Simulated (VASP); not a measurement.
# GaAs (F-43m) in VASP: a series of runs, part 2 of 2

VASP 6.6.1. Earlier steps stand in the parts before.

### Step 3. Relaxation of cell and atoms, LDA

Contents of INCAR:

```
ALGO = Normal ; EDIFF = 1E-7
EDIFFG = -0.005 ; ENCUT = 600
GGA = CA ; IBRION = 2
ISIF = 3 ; ISMEAR = 0
LASPH = True ; LCHARG = False
LREAL = False ; LWAVE = False
NELM = 60 ; NSW = 90
PREC = Accurate ; SIGMA = 0.1
```

Contents of KPOINTS:

```
k-points
0
Gamma
  10 10 10
```

Contents of POSCAR:

```
GaAs
1.0
    0.0000000000      2.8750910500      2.8750910500
    2.8750910500      0.0000000000      2.8750910500
    2.8750910500      2.8750910500      0.0000000000
Ga As
1 1
Direct
    0.0000000000      0.0000000000      0.0000000000
    0.7500000000      0.7500000000      0.7500000000
```

Potentials or basis: VASP PAW LDA potentials, release 64 (Ga_d, As).

Command:

```bash
> cat potpaw_LDA.64/Ga_d/POTCAR potpaw_LDA.64/As/POTCAR > POTCAR
> mpirun -np 1 vasp_std > vasp.out
```

Wall time 22 s (1 thread of Intel Xeon 6975P-C (Granite Rapids), shared host); peak memory 0.19 GiB.

The run converged. Its results:

```yaml
Free_energy: -9.6416 eV
Relaxed_volume: 22.07 Å³/atom
Relaxed_cell: a = 3.967 Å, b = 3.967 Å, c = 3.967 Å, α = 60.00°, β = 60.00°, γ = 60.00°
Space_group_after_relaxing_to_0.05_Å: F-43m (No. 216)
Energy_gained_by_relaxing: 26.0 meV/atom
Ionic_steps: 3
Pressure_after_relaxing: 0.0 GPa
Band_gap_on_the_k_mesh: 0.51 eV, direct
```

The path:
| step | energy change (eV) | largest force (eV/Å) | pressure (GPa) | volume (Å³) |
| --- | --- | --- | --- | --- |
| 1 | 0.0000 | 0.0000 | -4.59 | 47.53 |
| 2 | -0.0446 | 0.0000 | 2.09 | 43.00 |
| 3 | -0.0520 | 0.0000 | 0.00 | 44.15 |

Final structure:
```
CELL_PARAMETERS angstrom
0.00000 2.80522 2.80522
2.80522 0.00000 2.80522
2.80522 2.80522 0.00000
ATOMIC_POSITIONS crystal
Ga 0.00000 0.00000 0.00000
As 0.75000 0.75000 0.75000
```

Levels at points of the mesh, in eV from the valence-band top:
```csv
k point,band 6,band 7,band 8,band 9,band 10,band 11,band 12,band 13
"(0.00, 0.00, 0.00)",-12.93,0.00,0.00,0.00,0.51,3.68,3.68,3.68
"(0.50, 0.00, 0.00)",-11.10,-6.82,-1.18,-1.18,0.93,4.59,4.59,7.59
"(0.50, 0.50, 0.00)",-10.32,-6.98,-2.77,-2.77,1.30,1.54,10.23,10.23
```

A k mesh can miss the band edges.

### Step 4. Relaxation of cell and atoms, PBE

Edit INCAR of step 3 so:

```diff
@@ -2,3 +2,3 @@
 EDIFFG = -0.005 ; ENCUT = 600
-GGA = CA ; IBRION = 2
+GGA = PE ; IBRION = 2
 ISIF = 3 ; ISMEAR = 0
```

KPOINTS is that of step 3.

POSCAR is that of step 3.

Potentials or basis: VASP PAW PBE potentials, release 64 (Ga_d, As).

Command:

```bash
> cat potpaw_PBE.64/Ga_d/POTCAR potpaw_PBE.64/As/POTCAR > POTCAR
> mpirun -np 1 vasp_std > vasp.out
```

OUTCAR:

```text
EDIFF = 1E-7
   EDIFFG = -0.005
   ENCUT = 600
   GGA = PE
   IBRION = 2
   ISIF = 3
   ISMEAR = 0
   LASPH = True
   LREAL = False
   NELM = 60
   NSW = 90
   PREC = Accurate

 ion  position               nearest neighbor table
   1  0.000  0.000  0.000-   2 2.49   2 2.49   2 2.49   2 2.49
   2  0.750  0.750  0.750-   1 2.49   1 2.49   1 2.49   1 2.49

  LATTYP: Found a face centered cubic cell.
 ALAT       =     5.7501821000

  Lattice vectors:

 A1 = (   0.0000000000,   2.8750910500,   2.8750910500)
 A2 = (   2.8750910500,   0.0000000000,   2.8750910500)
 A3 = (   2.8750910500,   2.8750910500,   0.0000000000)

Analysis of symmetry for initial positions (statically):
=====================================================================
 Subroutine PRICEL returns:
 Original cell was already a primitive cell.

 Routine SETGRP: Setting up the symmetry group for a
 face centered cubic supercell.

 Subroutine GETGRP returns: Found 24 space group operations
 (whereof 24 operations were pure point group operations)
 out of a pool of 48 trial point group operations.

The static configuration has the point symmetry T_d .

Analysis of symmetry for dynamics (positions and initial velocities):
=====================================================================
 Subroutine PRICEL returns:
 Original cell was already a primitive cell.

 Routine SETGRP: Setting up the symmetry group for a
 face centered cubic supercell.

 Subroutine GETGRP returns: Found 24 space group operations
 (whereof 24 operations were pure point group operations)
 out of a pool of 48 trial point group operations.

The dynamic configuration has the point symmetry T_d .

 Subroutine INISYM returns: Found 24 space group operations
 (whereof 24 operations are pure point group operations),
 and found     1 'primitive' translations

----------------------------------------------------------------------------------------

                                     Primitive cell

  volume of cell :      47.5319

  direct lattice vectors                    reciprocal lattice vectors
     0.000000000  2.875091050  2.875091050    -0.173907536  0.173907536  0.173907536
[... 126 lines left out ...]

 Free energy of the ion-electron system (eV)
  ---------------------------------------------------
  ext. energy  EPLUGINS =         0.00000000
  ---------------------------------------------------
  free energy    TOTEN  =        -8.27516823 eV

  energy without entropy =       -8.27505522  energy(sigma->0) =       -8.27511173

 E-fermi :   3.5654     XC(G=0):  -9.3615

 val. band max:        3.4673042622   @ k =   0.0000   0.0000   0.0000
 cond. band min:       3.6123327481   @ k =   0.0000   0.0000   0.0000
 fundamental gap:      0.1450284859
 Fermi energy:         3.5654432398

 k-point     1 :       0.0000    0.0000    0.0000
  band No.  band energies     occupation
      1     -11.2558      2.00000
      2     -11.2558      2.00000
      3     -11.2558      2.00000
      4     -11.1884      2.00000
      5     -11.1884      2.00000
      6      -8.9055      2.00000
      7       3.4673      1.83484
      8       3.4673      1.83483
      9       3.4673      1.83483
     10       3.6123      0.50726
     11       7.1823      0.00000
     12       7.1823      0.00000
     13       7.1823      0.00000
[... 354 lines left out ...]
  band No.  band energies     occupation
      1     -11.3314      2.00000
      2     -11.2256      2.00000
      3     -11.2244      2.00000
      4     -11.2025      2.00000
      5     -11.1802      2.00000
      6      -7.3047      2.00000
      7      -2.0673      2.00000
      8       1.0526      2.00000
      9       1.3678      2.00000
     10       5.3516      0.00000
     11       6.2924      0.00000
     12      10.5383      0.00000
     13      11.1688      0.00000

 [... further k-points ...]

------------------------ aborting loop because EDIFF is reached ----------------------------------------

  FORCE on cell =-STRESS in cart. coord.  units (eV):
  Direction    XX          YY          ZZ          XY          YZ          ZX
  --------------------------------------------------------------------------------------
  -------------------------------------------------------------------------------------
  Total        0.0003157      0.0003157      0.0003157     -0.0000000     -0.0000000      0.0000000
  in kB        0.0106421      0.0106421      0.0106421     -0.0000000     -0.0000000      0.0000000
  external PRESSURE =       0.0106421 kB  Pullay stress =       0.0000000 kB

 VOLUME and BASIS-vectors are now :
 -----------------------------------------------------------------------------
  energy-cutoff  :      600.00
  volume of cell :       47.53
      direct lattice vectors                 reciprocal lattice vectors
     0.000000000  2.875091050  2.875091050    -0.173907536  0.173907536  0.173907536
     2.875091050  0.000000000  2.875091050     0.173907536 -0.173907536  0.173907536
     2.875091050  2.875091050  0.000000000     0.173907536  0.173907536 -0.173907536

 POSITION                                       TOTAL-FORCE (eV/Angst)
 -----------------------------------------------------------------------------------
      0.00000      0.00000      0.00000        -0.000000      0.000000      0.000000
      4.31264      4.31264      4.31264         0.000000      0.000000     -0.000000
 -----------------------------------------------------------------------------------
    total drift:                               -0.000002     -0.000002     -0.000002

  FREE ENERGIE OF THE ION-ELECTRON SYSTEM (eV)
  ---------------------------------------------------
  free  energy   TOTEN  =        -8.2751682339 eV

  energy  without entropy=       -8.2750552214  energy(sigma->0) =       -8.27511173

 reached required accuracy - stopping structural energy minimisation
```

OSZICAR:

```text
N       E                     dE             d eps       ncg     rms          rms(c)
DAV:   1     0.862644818197E+02    0.86264E+02   -0.10053E+04  1230   0.202E+03
DAV:   2    -0.144643702821E+01   -0.87711E+02   -0.84622E+02  1317   0.355E+02
DAV:   3    -0.829375363676E+01   -0.68473E+01   -0.67917E+01  1522   0.797E+01
DAV:   4    -0.842251590699E+01   -0.12876E+00   -0.12865E+00  1420   0.120E+01
DAV:   5    -0.842465381917E+01   -0.21379E-02   -0.21378E-02  1498   0.137E+00    0.275E+00
DAV:   6    -0.829047286533E+01    0.13418E+00   -0.25545E-01  1854   0.927E+00    0.165E+00
DAV:   7    -0.827379050022E+01    0.16682E-01   -0.66726E-02  1569   0.201E+00    0.553E-01
DAV:   8    -0.827464311659E+01   -0.85262E-03   -0.10003E-02  1437   0.139E+00    0.926E-02
DAV:   9    -0.827504849760E+01   -0.40538E-03   -0.10689E-03  1507   0.472E-01    0.559E-02
DAV:  10    -0.827511163165E+01   -0.63134E-04   -0.74894E-05  1567   0.920E-02    0.302E-02
DAV:  11    -0.827516737336E+01   -0.55742E-04   -0.87962E-05  1297   0.762E-02    0.410E-03
DAV:  12    -0.827516778113E+01   -0.40777E-06   -0.13786E-06  1490   0.171E-02    0.168E-03
DAV:  13    -0.827516825000E+01   -0.46886E-06   -0.59349E-07  1350   0.655E-03    0.589E-04
DAV:  14    -0.827516823388E+01    0.16121E-07   -0.15973E-08   906   0.172E-03
   1 F= -.82751682E+01 E0= -.82751117E+01  d E =-.827517E+01
```

Run time: 11 s. Hardware: 1 thread of Intel Xeon 6975P-C (Granite Rapids), shared host; peak memory 0.19 GiB.

What came out:

| Item | Value |
| --- | --- |
| Free energy | -8.2752 eV |
| Pressure after relaxing | 0.0 GPa |
| Band gap on the k mesh | 0.15 eV, direct |

Final structure:
```
CELL_PARAMETERS angstrom
0.00000 2.87509 2.87509
2.87509 0.00000 2.87509
2.87509 2.87509 0.00000
ATOMIC_POSITIONS crystal
Ga 0.00000 0.00000 0.00000
As 0.75000 0.75000 0.75000
```

Levels at points of the mesh, in eV from the valence-band top:
```csv
k point,band 5,band 6,band 7,band 8,band 9,band 10,band 11,band 12,band 13
"(0.00, 0.00, 0.00)",-14.66,-12.37,0.00,0.00,0.00,0.15,3.71,3.71,3.71
"(0.50, 0.00, 0.00)",-14.65,-10.76,-6.37,-1.07,-1.07,0.86,4.62,4.62,7.70
"(0.50, 0.50, 0.00)",-14.64,-10.09,-6.59,-2.50,-2.50,1.56,1.68,9.77,9.77
```

Caveat: the relaxation stopped at its first step, so nothing moved.

### Step 5. Overview

```csv
level,potentials or basis,gap on the mesh (eV),pressure (GPa),relaxed volume (Å³/atom)
PBEsol,"VASP PAW PBE potentials, release 64 (Ga_d, As)",0.42,0.0,22.70
LDA,"VASP PAW LDA potentials, release 64 (Ga_d, As)",0.51,0.0,22.07
PBE,"VASP PAW PBE potentials, release 64 (Ga_d, As)",0.15,0.0,-
```

Alike in all rows: task relaxation of cell and atoms; no spin polarisation; cell relaxed; k mesh 10 × 10 × 10; cutoff (eV) 600; smearing gaussian 0.1 eV.

Caveats: the PAW data sets were made with another functional, which shifts forces and pressure a little (some runs); the relaxation stopped at its first step, so nothing moved (some runs).

Total energies depend on the potentials used, so only differences within one code and one set of settings carry meaning.
